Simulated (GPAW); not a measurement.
Crystal: CuO.

```
CELL_PARAMETERS angstrom
2.55255 0.00000 0.00000
0.00000 2.55255 0.00000
0.00000 0.00000 2.55255
ATOMIC_POSITIONS crystal
Cu 0.00000 0.00000 0.00000
O 0.50000 0.50000 0.50000
```

Measurements of this composition are mostly on another form, of space group No. 15.

```yaml
Program: GPAW 26.7.0
Task: relaxation of cell and atoms
Functional: PW91
Potentials_or_basis: PAW data sets generated in the run's folder for this functional
Cutoff: 800 eV
Basis: pw
k_mesh: 10 × 10 × 10
Occupations: fermi-dirac, width 0.05 eV
Spin: no spin polarisation
```

At the start: pressure 21.8 GPa; volume 8.32 Å³/atom.

Task: Where does the relaxation end?

Result: Over 4 steps the energy falls by 56.6 meV/atom and the volume is 9.16 Å³/atom (+10.2 %); space group Pm-3m (No. 221, to 0.05 Å).

The path:
```tsv
step	energy change (eV)	largest force (eV/Å)	pressure (GPa)	volume (Å³)
1	0.0000	0.0000	21.83	16.63
2	-0.0493	0.0000	15.47	17.04
3	-0.1119	0.0000	1.63	18.17
4	-0.1133	0.0000	0.16	18.32
```

Final structure:
```cif
data_structure
_symmetry_space_group_name_H-M 'P 1'
_symmetry_Int_Tables_number 1
_cell_length_a 2.6363
_cell_length_b 2.6363
_cell_length_c 2.6363
_cell_angle_alpha 90.000
_cell_angle_beta 90.000
_cell_angle_gamma 90.000
_cell_volume 18.32
loop_
_atom_site_label
_atom_site_type_symbol
_atom_site_fract_x
_atom_site_fract_y
_atom_site_fract_z
_atom_site_occupancy
Cu1 Cu 0.00000 0.00000 0.00000 1
O1 O 0.50000 0.50000 0.50000 1
```

Caveat: with this Cu data set, volumes or pressures lay over 1.5 % or 2 GPa off other programs in two to four cells of ten; later steps reuse the first step's grids; an odd number of electrons without spin polarisation forces a metal; a magnetic or distorted state may lie lower; the run has no spin polarisation, though such a crystal can be magnetic.
